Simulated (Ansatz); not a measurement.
# Pb (C2/m) in Ansatz: further runs

The runs below take Pb through single point, with PBEsol.

Everything below comes from runs of Ansatz 0.2.0. Logs are shortened: lines on timing, memory, paths and dates and some standing lists are left out, and cuts for length are marked.

**1. The undisturbed crystal**

It takes space group C2/m (No. 12, monoclinic). Conventional cell: a = 6.077 Å, b = 3.501 Å, c = 6.452 Å, α = 90.00°, β = 109.14°, γ = 90.00°. Around Pb (site symmetry m) lie 10 Pb at 3.34 to 3.51 Å.

This isn't the form of Pb at room conditions, which is fcc.

**2. Single point, PBEsol, 29.88 Å³/atom (strain_xy = -0.04)**

input.yaml reads:

```yaml
crystal:
  lattice:
    - [2.917062541, -1.6803071616, 0.0]
    - [2.917062541, 1.6803071616, 0.0]
    - [-2.030844132, 0.0, 6.0952248674]
  atoms:
    - { symbol: Pb, position: [0.90850841, 0.90850841, 0.7262922] }
    - { symbol: Pb, position: [0.09149159, 0.09149159, 0.2737078] }
kpoints:
  mp_grid: { grid: [9, 9, 5] }
scf:
  occupations: { method: fermi_dirac, width: 0.05 }
hamiltonian:
  xc: pbesol
  pseudopotentials: { kind: all_electron, lapw: { basis_error: 0.001 } }
output:
  forces: true
  stress: true
  eigenvalues: true
```

Potentials or basis: all-electron LAPW, scalar-relativistic.

On the command line:

```sh
$ ansatz run input.yaml --threads 1 --pin off --max-ram 3072MiB --backend cpu --events-out ev --progress --plain --runs-dir out
```

Log:

```text
Warning: RAYON_NUM_THREADS=1 ignored (pool sized by the plan → 1); use --threads N
LAPW: plane waves up to 6.767 Å⁻¹, error target 1.0e-3 eV per atom; small_component_spin mean_spin; Pb in spheres of 1.668 Å, 36 of its electrons in bands, Dirac shells [] (how accurate: hamiltonian.pseudopotentials.lapw.basis_error, Limitations)
Engine: ansatz 0.2.0, x86_64-unknown-linux-gnu
Pseudopotentials: kind: all_electron
Pseudopotential: Pb, LAPW, valence charge 36, lapw/all_electron/scalar/gaussian/Pb, Koelling and Harmon's equation, gaussian nucleus
Functional definition: PBEsol
  exchange = pbesol_x
  correlation = pbesol_c
Crystal: 2 atoms, lattice volume = 59.752 Å³
Basis set: ecut = 174.44535871549482 eV, 315 PW (Γ), exchange–correlation at level 2
Bands: 44, of which v1, the nominal top of the filled ones, is band 36 counted from 1 (35 counted from 0)
Symmetry: 4 space group operations
Space group: C2/m (ITA 12), of the structure as read, at distance tolerance 3.9e-5 Å
k-points: 115 of 405
Non-local potential: Pb, projectors of the file, none
Initial density: superposition of atomic densities (chi_scale 0.1, normalization cell)
Initial wavefunctions: plane waves of lowest kinetic energy (no species holds an atomic orbital)
Functional: x = pbesol(κ = 0.804, μ = 0.12345679012345678), c = pbesol(β = 0.046)
iter 1 solved again at ethr=5.37e-5 eV; its pass at ethr=1.00e-1 eV (dr2=3.87e-2 eV) is discarded
SCF iter   1: F=—  HF=-1135830.210644 eV  |F-HF|=—  |Δ(HF+E_count)|=         —  Δρ=4.89e-3  dr2=3.88e-2  ethr=5.37e-5  ⟨swp⟩=3.1  Hψ=31959  notcnv=0
preconditioner: auto → LDOS  [metal: Δε(μ)=0.046 eV  Ē_g=19.802 eV  σ=0.050 eV  W_gap=0.22  n_scr=28 (ndim 8)  ℏωp=25.4 eV  f_vac=0.090  D(μ)=0.91/eV (n_scr^D=2)  β→1.0]
SCF iter   2: F=—  HF=-1135830.202156 eV  |F-HF|=—  |Δ(HF+E_count)|=   8.49e-3  Δρ=3.30e-3  dr2=2.60e-2  ethr=5.37e-5  ⟨swp⟩=3.0  Hψ=16046  notcnv=0
SCF iter   3: F=—  HF=-1135830.174509 eV  |F-HF|=—  |Δ(HF+E_count)|=   2.76e-2  Δρ=1.06e-3  dr2=2.94e-3  ethr=3.60e-5  ⟨swp⟩=2.2  Hψ=15558  notcnv=0
iter 4 solved again at ethr=1.27e-7 eV; its pass at ethr=4.08e-6 eV (dr2=9.13e-5 eV) is discarded
SCF iter   4: F=—  HF=-1135830.173132 eV  |F-HF|=—  |Δ(HF+E_count)|=   1.38e-3  Δρ=3.73e-4  dr2=9.10e-5  ethr=1.27e-7  ⟨swp⟩=2.0  Hψ=25117  notcnv=0
SCF iter   5: F=—  HF=-1135830.173091 eV  |F-HF|=—  |Δ(HF+E_count)|=   4.14e-5  Δρ=1.05e-4  dr2=9.56e-6  ethr=1.26e-7  ⟨swp⟩=2.0  Hψ=14859  notcnv=0
SCF iter   6: F=—  HF=-1135830.173088 eV  |F-HF|=—  |Δ(HF+E_count)|=   3.43e-6  Δρ=4.16e-5  dr2=6.34e-7  ethr=1.33e-8  ⟨swp⟩=2.0  Hψ=14858  notcnv=0
SCF iter   7: F=-1135830.173088 eV  HF=-1135830.173088 eV  |F-HF|=3.35e-8  |Δ(HF+E_count)|=   5.81e-7  Δρ=8.84e-6  dr2=2.60e-8  ethr=8.80e-10  ⟨swp⟩=2.4  Hψ=14920  notcnv=0
SCF 1 converged in 7 iterations: F = -1135830.173088 eV  dr2 = 2.60e-8
SCF converged after 7 iterations
Free energy (F): -1135830.173088 eV
Harris-Foulkes:  -1135830.173088 eV  (|F-HF|=3.35e-8)
Internal energy: -1135830.165146 eV  (E = F + TS)
E sigma→0 (E₀):  -1135830.169117 eV
Entropy (-TS):   -0.007942 eV (-3.971 meV/atom)
Fermi energy:    15.681408 eV
--- Per-component energies (eV) ---
  E_band       = -4384.800571
  E_kinetic    = 1309465.851446
  E_xc         = -20856.052904
  E_electrostatic = -2424439.963687  (all electrons and nuclei)
  E_smearing   = -0.007942  (= −TS)
  E_closure    = 0.000000  (closes the sum)
  E_atoms      = -1135822.357311  (free atoms, spherical and without spin; not in F)
  Σ components = -1135830.173088   (vs F -1135830.173088, Δ=0.00e0)
  Basis errors (estimates in eV, not in F): energy 2.5e-4 per atom: plane waves 2.4e-4 (1.3e-4 summed), levels above the bands 6.7e-95, relativity 1.6e-8, radial functions 6.1e-6, core shells 5.4e-9; eigenvalues (radial functions only) 7.5e-6; not estimated: angular momenta, meshes, grids; target (lapw.basis_error) 1.0e-3; muffin-tin radii Pb 1.668 Å
--- Forces (eV/Å), atoms counted from 1 ---
  atom   1  Pb     0.02577041     0.00000000     0.06993609
  atom   2  Pb    -0.02577041     0.00000000    -0.06993609
  max |Σ_I F_I| component: 0.00e0 eV/Å
--- Stress (GPa, compression-positive) ---
        3.117999       0.000000      -0.109344
        0.000000       2.915704       0.000000
       -0.109344       0.000000       0.068639
  P = ⅓ Tr σ = 2.0341 GPa (20.341 kbar)
--- Band table (eV; the first three rows and the last of 115) ---
  k-point 0: bands = ["-123.8818", "-123.8817", "-112.9311", "-112.9311", "-112.9309", "-112.9309", "-112.9307", "-112.9307", "-112.9301", "-112.9301", "-112.9301", "-112.9301", "-112.9283", "-112.9283", "-112.9283", "-112.9283", "-65.6724", "-65.6676", "-65.6612", "-65.6607", "-65.6602", "-65.6598", "-1.4305", "-1.3067", "-1.2871", "-1.2864", "-1.2845", "-1.2811", "-1.0981", "-1.0876", "-1.0430", "-1.0344", "3.6897", "6.8588", "11.2754", "21.6277", "23.1488", "23.1992", "23.2654", "23.3893", "25.2323", "25.5282", "25.9383", "27.0108"]
  k-point 1: bands = ["-123.8818", "-123.8817", "-112.9311", "-112.9311", "-112.9309", "-112.9309", "-112.9307", "-112.9307", "-112.9301", "-112.9301", "-112.9301", "-112.9301", "-112.9283", "-112.9283", "-112.9283", "-112.9283", "-65.6719", "-65.6680", "-65.6612", "-65.6607", "-65.6602", "-65.6598", "-1.4404", "-1.2967", "-1.2892", "-1.2869", "-1.2826", "-1.2774", "-1.1214", "-1.1119", "-1.0168", "-1.0096", "3.8330", "6.3388", "12.1810", "19.6913", "22.6781", "22.6978", "23.8381", "23.9460", "25.4954", "25.8575", "26.8399", "27.5937"]
  k-point 2: bands = ["-123.8817", "-123.8817", "-112.9311", "-112.9311", "-112.9309", "-112.9309", "-112.9307", "-112.9307", "-112.9301", "-112.9301", "-112.9301", "-112.9301", "-112.9283", "-112.9283", "-112.9283", "-112.9283", "-65.6709", "-65.6690", "-65.6613", "-65.6606", "-65.6603", "-65.6597", "-1.4531", "-1.2955", "-1.2909", "-1.2843", "-1.2778", "-1.2677", "-1.1443", "-1.1334", "-0.9918", "-0.9837", "4.1893", "5.5251", "14.1755", "16.9348", "22.3563", "22.3955", "24.2609", "24.4128", "25.4509", "25.7985", "27.0143", "28.2429"]
  k-point 114: bands = ["-123.8817", "-123.8816", "-112.9311", "-112.9311", "-112.9309", "-112.9309", "-112.9307", "-112.9307", "-112.9301", "-112.9301", "-112.9301", "-112.9301", "-112.9283", "-112.9283", "-112.9283", "-112.9283", "-65.6710", "-65.6683", "-65.6646", "-65.6642", "-65.6628", "-65.6622", "-1.4333", "-1.3788", "-1.3520", "-1.2806", "-1.2037", "-1.0956", "-1.0617", "-0.9703", "-0.9468", "-0.9151", "7.6404", "9.2487", "11.9833", "13.3533", "15.8247", "17.5812", "18.8393", "19.3849", "23.1393", "24.8127", "25.2792", "27.3502"]
```

It took 73 s on 1 thread of Intel Xeon at 2.50GHz (Skylake/Cascade Lake), shared host; peak memory 0.52 GiB.

Results:

| Quantity | Value |
| --- | --- |
| Free energy | -1135830.1731 eV |
| Pressure | 2.0 GPa |
| Largest force | 0.075 eV/Å |
| Band gap on the k mesh | none (metal or under the smearing width) |

**3. Single point, PBEsol, 31.13 Å³/atom (strain_xy = -0.02)**

Changes to input.yaml since step 2:

```diff
@@ -2,5 +2,5 @@
   lattice:
-    - [2.917062541, -1.6803071616, 0.0]
-    - [2.917062541, 1.6803071616, 0.0]
-    - [-2.030844132, 0.0, 6.0952248674]
+    - [2.9778346772, -1.7153135608, 0.0]
+    - [2.9778346772, 1.7153135608, 0.0]
+    - [-2.0731533848, 0.0, 6.0952248674]
   atoms:
```

Potentials or basis: all-electron LAPW, scalar-relativistic.

On the command line:

```sh
$ ansatz run input.yaml --threads 1 --pin off --max-ram 3072MiB --backend cpu --events-out ev --progress --plain --runs-dir out
```

Run time: 72 s. Hardware: 1 thread of Intel Xeon at 2.50GHz (Skylake/Cascade Lake), shared host; peak memory 0.53 GiB.

The run converged. Its results:

```yaml
Free_energy: -1135830.1988 eV
Pressure: -0.1 GPa
Largest_force: 0.041 eV/Å
Band_gap_on_the_k_mesh: none (metal or under the smearing width)
```
